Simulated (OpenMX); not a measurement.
Input of an OpenMX 3.8.5 run:

File BN.dat:

```
System.CurrrentDirectory             ./
System.Name                          BN
DATA.PATH                            ./DFT_DATA13
level.of.stdout                      1
level.of.fileout                     1
Species.Number                       2
<Definition.of.Atomic.Species
  N   N6.0-s2p2d1            N_PBE13
  B   B7.0-s2p2d1            B_PBE13
Definition.of.Atomic.Species>

Atoms.Number                         2
Atoms.SpeciesAndCoordinates.Unit     FRAC
<Atoms.SpeciesAndCoordinates
    1  N     0.6672382000    0.6672382000    0.6672382000   2.500  2.500
    2  B     0.0003288000    0.0003288000    0.0003288000   1.500  1.500
Atoms.SpeciesAndCoordinates>

Atoms.UnitVectors.Unit               Ang
<Atoms.UnitVectors
     1.2511217832    0.7223354983    3.3729344033
    -1.2511217832    0.7223354983    3.3729344033
     0.0000000000   -1.4446709966    3.3729344033
Atoms.UnitVectors>

scf.XcType                           GGA-PBE
scf.SpinPolarization                 off
scf.ElectronicTemperature            580.226
scf.energycutoff                     400.0
scf.maxIter                          100
scf.EigenvalueSolver                 band
scf.Kgrid                            13 13 13
scf.Mixing.Type                      rmm-diisk
scf.Init.Mixing.Weight               0.05
scf.Min.Mixing.Weight                0.001
scf.Max.Mixing.Weight                0.3
scf.Mixing.History                   25
scf.Mixing.StartPulay                8
scf.criterion                        1.0e-8
scf.stress.tensor                    on
MD.Type                              nomd
```

Potentials or basis: OpenMX 2013 PBE set, N6.0-s2p2d1, B7.0-s2p2d1, grid cutoff 400 Ry.

Launch:

```sh
$ openmx BN.dat -nt 1 > BN.std
```

(1) What does it give for the largest force?

(2) Predict the Mulliken charges.

(3) Estimate the pressure.

Answers

(1) 0.016 eV/Å.

(2) N -0.75; B +0.75 e.

(3) 5.7 GPa.

Caveat: an odd mesh through Γ misses points on the zone boundary, where band edges often lie; the basis of atomic orbitals isn't converged, which shifts pressures, moduli and gaps.
